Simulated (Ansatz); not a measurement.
The system is NiO.

```
CELL_PARAMETERS angstrom
0.00000 2.08590 2.08590
2.08590 0.00000 2.08590
2.08590 2.08590 0.00000
ATOMIC_POSITIONS crystal
Ni 0.00000 0.00000 0.00000
O 0.50000 0.50000 0.50000
```

- Program: Ansatz 0.2.0
- Task: relaxation of cell and atoms
- Functional: rPW86-PBE
- Dispersion: rVV10
- Potentials or basis: Ansatz PAW
- Cutoff: 420 eV (not typed: the program's choice for these potentials)
- k mesh: 11 × 11 × 11
- Occupations: fermi-dirac, width 0.05 eV
- Spin: collinear spin, ferromagnetic start
- Starting moments: [1.0, 0.0] μB

At the start: volume 9.08 Å³/atom.

Q: Where does the relaxation end?

A: It ends after 7 steps and the volume is 9.56 Å³/atom (+5.4 %); space group Fm-3m (No. 225, to 0.05 Å); moment 1.86 μB per cell.

Step by step:
| step | energy change (eV) | largest force (eV/Å) | volume (Å³) |
| --- | --- | --- | --- |
| 1 | 0.0000 | 0.0000 | 18.15 |
| 2 | -0.0181 | 0.0000 | 18.59 |
| 3 | -0.0235 | 0.0000 | 19.06 |
| 4 | -0.0234 | 0.0000 | 19.08 |
| 5 | -0.0292 | 0.0000 | 19.08 |
| 6 | -0.0290 | 0.0000 | 19.13 |
| 7 | -0.0293 | 0.0000 | 19.13 |

Final structure:
```
Ni O
1.0
     0.00000    2.12270    2.12270
     2.12270    0.00000    2.12270
     2.12270    2.12270    0.00000
Ni O
1 1
Direct
  0.00000 0.00000 0.00000
  0.50000 0.50000 0.50000
```

Caveat: the plane-wave basis is chosen anew once the cell has moved, so the energies of steps on either side of that aren't comparable; the pressure holds a Pulay correction of +0.8 GPa for the finite cutoff; a cell with one magnetic atom can't hold antiferromagnetic order, which such compounds often take; the PAW data sets come from PBE, with cores solved anew for the run's functional, which leaves a small shift of forces and pressure.
